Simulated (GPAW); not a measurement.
AlN, 2 atoms in the cell. The structure is cubic, space group F-43m (No. 216). Conventional cell: a = 4.368 Å, b = 4.368 Å, c = 4.368 Å, α = 90.00°, β = 90.00°, γ = 90.00°. Around Al (site symmetry -43m) lie 4 N at 1.89 Å. N (site symmetry -43m) is surrounded by 4 Al at 1.89 Å. Measurements of this composition are mostly on another form, of space group No. 186.

- Program: GPAW 26.7.0
- Task: equation of state
- Functional: r2SCAN
- Dispersion: D4
- Potentials or basis: GPAW PAW data sets (gpaw-data 1.2.1)
- Cutoff: 800 eV
- Basis: pw
- k mesh: 10 × 10 × 10
- Occupations: fermi-dirac, width 0.05 eV
- Spin: no spin polarisation
- Maxiter: 150
- Eos scales: [0.94, 0.96, 0.98, 1.0, 1.02, 1.04, 1.06]

Potentials or basis: GPAW PAW data sets (gpaw-data 1.2.1), pw.

Launch:

```console
$ OMP_NUM_THREADS=1 python run.py
```

Hardware: 1 thread of Arm Neoverse V2, on a shared host.

**Question.** Estimate the wall time of this run.

**Answer.** It took 3.4 min on 1 thread of Arm Neoverse V2 (shared host), peak memory 0.41 GiB. Counts: scf iterations 70, plane waves 1056, bands 11, k points 47.
